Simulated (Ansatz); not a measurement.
# AlP: the cost of one run

Computed with Ansatz 0.2.0 (DFT PBEsol, frozen-core PAW, scalar-relativistic unless said, unless a step's input says otherwise).

The COD entry's cell or inner coordinates are ideal or old and differ from later refinements, so a difference from it is no clean test against experiment.

## 1. The starting structure

The structure is cubic, space group F-43m (No. 216). The conventional cell has a = 5.451 Å, b = 5.451 Å, c = 5.451 Å, α = 90.00°, β = 90.00°, γ = 90.00°. Around Al (site symmetry -43m) lie 4 P at 2.36 Å. P (site symmetry -43m) is surrounded by 4 Al at 2.36 Å.

Coordinates:

```cif
data_structure
_symmetry_space_group_name_H-M 'P 1'
_symmetry_Int_Tables_number 1
_cell_length_a 3.8544
_cell_length_b 3.8544
_cell_length_c 3.8544
_cell_angle_alpha 60.000
_cell_angle_beta 60.000
_cell_angle_gamma 60.000
_cell_volume 40.49
loop_
_atom_site_label
_atom_site_type_symbol
_atom_site_fract_x
_atom_site_fract_y
_atom_site_fract_z
_atom_site_occupancy
Al1 Al 0.00000 0.00000 0.00000 1
P1 P 0.75000 0.75000 0.75000 1
```

Cartesian axes are those of the input's lattice vectors. The structure goes back to a database entry.

## 2. Cell and atoms relaxed, PAW

input.yaml reads:

```yaml
crystal:
  lattice:
    - [0.0, 2.7255, 2.7255]
    - [2.7255, 0.0, 2.7255]
    - [2.7255, 2.7255, 0.0]
  atoms:
    - { symbol: Al, position: [0.0, 0.0, 0.0] }
    - { symbol: P, position: [0.75, 0.75, 0.75] }
kpoints:
  mp_grid: { grid: [16, 16, 16] }
scf:
  occupations: { method: fermi_dirac, width: 0.1 }
hamiltonian:
  xc: pbesol
  pseudopotentials: { kind: paw }
relax:
  f_tol: 0.002
  max_steps: 80
  cell: {}
output:
  forces: true
  stress: true
```

Started as:

```bash
ansatz run input.yaml --threads 1 --pin off --max-ram 3072MiB --backend cpu --events-out ev --progress --plain --runs-dir out
```

Q: Estimate wall time and peak memory on 1 thread of Arm Neoverse N1, shared host.

About 27 s, with a peak of 0.36 GiB.
